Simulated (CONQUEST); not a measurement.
YN under changes of volume

One of the cells (14.790 Å³/atom); the others are scaled copies at fixed shape and fractional positions:

```xyz
4
Lattice="3.4714 0.0000 0.0000 0.0000 3.4714 0.0000 0.0000 0.0000 4.9093" Properties=species:S:1:pos:R:3 pbc="T T T"
Y     0.0000    0.0000    0.0000
Y     1.7357    1.7357    2.4546
N     0.0000    0.0000    2.4546
N     1.7357    1.7357    0.0000
```

```yaml
Program: CONQUEST 1.3
Functional: PBEsol
Potentials_or_basis: PseudoDojo NC PBEsol, DZP, grid of 36 × 36 × 60 points
k_mesh: 8 × 8 × 6
Occupations: fermi-dirac, width 0.05 eV
Spin: no spin polarisation
```

```tsv
volume (Å³/atom)	energy over the lowest point (meV/atom)	pressure (GPa)
13.630	23.37	10.1
14.500	0.00	-0.9
14.790	5.32	-4.7
15.080	?	?
15.370	31.62	-9.1
```

Question: What does the run at 15.080 Å³/atom give?

Answer: Energy over the lowest point 16.45 meV/atom; pressure -7.4 GPa.

Worked out: A Birch-Murnaghan fit of order 2 (a polynomial in V^(-2/3)) to the other rows has its minimum at 14.39 Å³/atom with B0 = V·E''(V) = 172 GPa. It gives 15.97 meV/atom at 15.080 Å³/atom, against the run's 16.45, and -dE/dV = -7.3 GPa, against -7.4.

Energies are extrapolated to zero smearing.

Caveats: the basis of atomic orbitals isn't converged, which shifts pressures, moduli and gaps; the real-space grid breaks the cell's symmetry a little.
